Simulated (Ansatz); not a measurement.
KTaO3:

```
Ta K O
1.0
     3.98830    0.00000    0.00000
     0.00000    3.98830    0.00000
     0.00000    0.00000    3.98830
Ta K O
1 1 3
Direct
  0.00000 0.00000 0.00000
  0.50000 0.50000 0.50000
  0.00000 0.00000 0.50000
  0.00000 0.50000 0.00000
  0.50000 0.00000 0.00000
```

Base run:

- Program: Ansatz 0.2.0
- Functional: PBE
- Potentials or basis: Ansatz PAW soft_1
- Cutoff: 420 eV
- Density cutoff: 1680 eV
- k mesh: 7 × 7 × 7
- Occupations: fermi-dirac, width 0.05 eV
- Spin: no spin polarisation

Its results: band gap on the k mesh 2.29 eV, indirect (least direct gap 2.86 eV); pressure 5.2 GPa.

Q: The run is repeated on the same cell with these changes: potentials or basis from Ansatz PAW soft_1 to PseudoDojo standard (PBE files); cutoff from 420 eV to 1143 eV; density cutoff from 1680 eV to 4572 eV. What comes out?

A: Band gap on the k mesh 2.30 eV, indirect (least direct gap 2.87 eV); pressure 4.4 GPa.

Caveats: odd divisions of the mesh miss points on the zone boundary, where band edges often lie, so the gap on the mesh can be too wide; spin-orbit coupling is left out, which moves the levels of the heavy elements.

A k mesh can miss the band edges.

Not every run made on this cell is shown here.
